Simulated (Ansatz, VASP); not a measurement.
## One calculation of RuS2, two programs

The input INCAR:

```
PREC     = Accurate       # precision mode
ENCUT    = 520            # plane-wave cutoff, eV
EDIFF    = 1E-8           # SCF threshold, eV
ISMEAR   = -1             # smearing method
SIGMA    = 0.03           # smearing width, eV
LREAL    = False          # projectors in reciprocal space
LASPH    = True           # aspherical terms in the spheres
NELM     = 60             # most SCF steps
ALGO     = Normal         # electronic algorithm
ISIF     = 2              # what is computed and relaxed
LWAVE    = False          # write WAVECAR
LCHARG   = False          # write CHGCAR
GGA      = PE             # functional
LEFG     = True         
NBANDS   = 20             # bands
```

The input KPOINTS:

```
regular mesh
0
Gamma
  11 11 11
```

POSCAR

```
RuS2
1.0
    0.0000000000      2.8666412919      2.8666412919
    2.8666412919      0.0000000000      2.8666412919
    2.8666412919      2.8666412919      0.0000000000
Ru S
1 2
Direct
    0.0000000000      0.0000000000      0.0000000000
    0.2500000000      0.2500000000      0.2500000000
    0.7500000000      0.7500000000      0.7500000000
```

Input for Ansatz:

```yaml
crystal:
  lattice:
    - [0.0, 2.8666412919, 2.8666412919]
    - [2.8666412919, 0.0, 2.8666412919]
    - [2.8666412919, 2.8666412919, 0.0]
  atoms:
    - { symbol: Ru, position: [0.0, 0.0, 0.0] }
    - { symbol: S, position: [0.25, 0.25, 0.25] }
    - { symbol: S, position: [0.75, 0.75, 0.75] }
kpoints:
  mp_grid: { grid: [11, 11, 11] }
  band_path:
    path:
      - [0.0, 0.0, 0.0]
      - [0.5, 0.0, 0.5]
      - [0.625, 0.25, 0.625]
      - [0.375, 0.375, 0.75]
      - [0.0, 0.0, 0.0]
      - [0.5, 0.5, 0.5]
      - [0.5, 0.25, 0.75]
      - [0.5, 0.0, 0.5]
    npoints: 8
scf:
  occupations: { method: fermi_dirac, width: 0.03 }
hamiltonian:
  xc: pbe
  pseudopotentials: { kind: paw }
output:
  forces: true
  stress: true
  eigenvalues: true
  efg: { contact_densities: true }
  populations: true
  bader: true
  dos: { projected: true, de: 0.2, e_range: [-14, 8] }
  write_density: true
  write_potential: true
  elf: true
  volumetric_format: npy
```

Alike in both runs: task electric field gradients; functional PBE; k mesh 11 × 11 × 11; occupations fermi-dirac, width 0.03 eV; no spin polarisation.

|  | VASP | Ansatz |
| --- | --- | --- |
| version | VASP 6.6.1 | Ansatz 0.2.0 |
| potentials or method | VASP PAW PBE potentials, release 64 (Ru_pv, S) | PAW with Ansatz's default frozen-core files, scalar-relativistic |
| plane-wave cutoff (eV) | 520 | 420 |
| valence electrons in the cell | 26 | 28 |

```tsv
	VASP	Ansatz	Ansatz less VASP
pressure (GPa)	-0.2	0.0	+0.19
Vzz of the field gradient on the site that differs most (V/Å²)	0.0	0.0	0.00
```

The two sets of potentials don't hold the same shells in valence. Ansatz warned: «gradients_without_spin_orbit».
